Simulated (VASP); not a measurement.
BaTe, 6 atoms in the cell. The cell holds a slab with vacuum, 6 atoms: a = 4.822 Å, b = 4.822 Å, c = 24.844 Å, α = 90.00°, β = 90.00°, γ = 120.00°. 

```yaml
Program: VASP 6.6.1
Task: relaxation of the atoms
Functional: PBE
Dispersion: D4
Potentials_or_basis: VASP PAW PBE potentials, release 64 (Te, Ba_sv)
Cutoff: 520 eV
k_mesh: 5 × 5 × 1
Occupations: fermi-dirac, width 0.05 eV
Spin: no spin polarisation
Dipole_correction: yes
Atoms_held_fixed_from_0: "[0, 3, 1]"
Further_INCAR_settings: ALGO = Normal; EDIFF = 1e-06; IBRION = 2; EDIFFG = -0.02; NSW = 60
```

Potentials or basis: VASP PAW PBE potentials, release 64 (Te, Ba_sv).

Run with:

```bash
$ cat potpaw_PBE.64/Te/POTCAR potpaw_PBE.64/Ba_sv/POTCAR > POTCAR
$ mpirun -np 1 vasp_std > vasp.out
```

Hardware: 1 thread of Intel(R) Xeon(R) 6975P-C (Granite Rapids), on a shared host.

Estimate the wall time of this run.

It took 25 min on 1 thread of Intel(R) Xeon(R) 6975P-C (Granite Rapids), with other jobs on the host, peak memory 0.58 GiB. Counts: scf iterations 271, k points 5, ion steps 25.
